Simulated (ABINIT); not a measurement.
Wanted: the native input for an ABINIT 10.8.3 (patched build) run.

- Task: relaxation of cell and atoms
- Functional: PBE
- Dispersion: D3
- Potentials or basis: JTH PAW PBE v2.0
- Cutoff: 599 eV
- k mesh: 9 × 9 × 9
- Occupations: fermi-dirac, width 0.05 eV
- Spin: no spin polarisation
- Cell freedom (optcell): 2
- Cutoff smearing ecutsm (Ha): 0.5
- Optimiser (ionmov): 22
- Force stop (Ha/bohr): 5e-05
- Fine-grid cutoff: 1197.3 eV

Crystal: Ge.

```
CELL_PARAMETERS angstrom
-2.57449 2.57449 1.39741
2.57449 -2.57449 1.39741
2.57449 2.57449 -1.39741
ATOMIC_POSITIONS crystal
Ge 0.50000 0.50000 0.00000
Ge 0.25000 0.75000 0.50000
```

This isn't the form of Ge at room conditions, which is diamond.

One way to write it, as run:

run.abi

```
# Pseudopotentials
pp_dirpath "./"
pseudos "Ge.GGA_PBE-JTH.xml"

# Structure
acell 3*1.0 Angstrom
rprim
    -2.5744897190     2.5744897190     1.3974126432
     2.5744897190    -2.5744897190     1.3974126432
     2.5744897190     2.5744897190    -1.3974126432
ntypat 1
znucl 32
natom 2
typat 1 1
xred
     0.5000000000     0.5000000000     0.0000000000
     0.2500000000     0.7500000000     0.5000000000
chkprim 0
chksymtnons 0
tolsym 1.0e-6

# Plane-wave basis
ecut 22.0
pawecutdg 44.0
pawxcdev 0

# k points
kptopt 1
ngkpt 9 9 9
nshiftk 1
shiftk 0.0 0.0 0.0

# Exchange and correlation
ixc 11
vdw_xc 6

# Bands and occupations
nband 18
occopt 3
tsmear 0.00183747

# SCF cycle
nstep 100
tolvrs 1.0e-9

# Output
iomode 3
prtwf 0
prtden 0
prteig 0
prtebands 0
enunit 1

# Relaxation
ionmov 22
ntime 60
tolmxf 5.0e-5
optcell 2
dilatmx 1.08
ecutsm 0.5
```

Potentials or basis: JTH PAW PBE v2.0.

Command:

```sh
$ abinit run.abi > log 2>&1
```

Results of the run:

```yaml
Relaxed_volume: 19.02 Å³/atom
Relaxed_cell: a = 3.931 Å, b = 3.931 Å, c = 3.931 Å, α = 97.43°, β = 97.43°, γ = 137.84°
Space_group_after_relaxing_to_0.05_Å: I4_1/amd (No. 141)
Energy_gained_by_relaxing: 3.0 meV/atom
Ionic_steps: 5
Pressure_after_relaxing: 0.0 GPa
Band_gap_on_the_k_mesh: none (metal or under the smearing width)
Valence_electrons_inside_the_program's_atomic_spheres: Ge 12.23 (radii [1.2196] Å)
```

Caveat: pairwise dispersion overbinds metals, which lowers pressure and volume.

It took 5.2 min on 1 thread of Arm Neoverse V2, with other jobs on the host, peak memory 0.19 GiB.
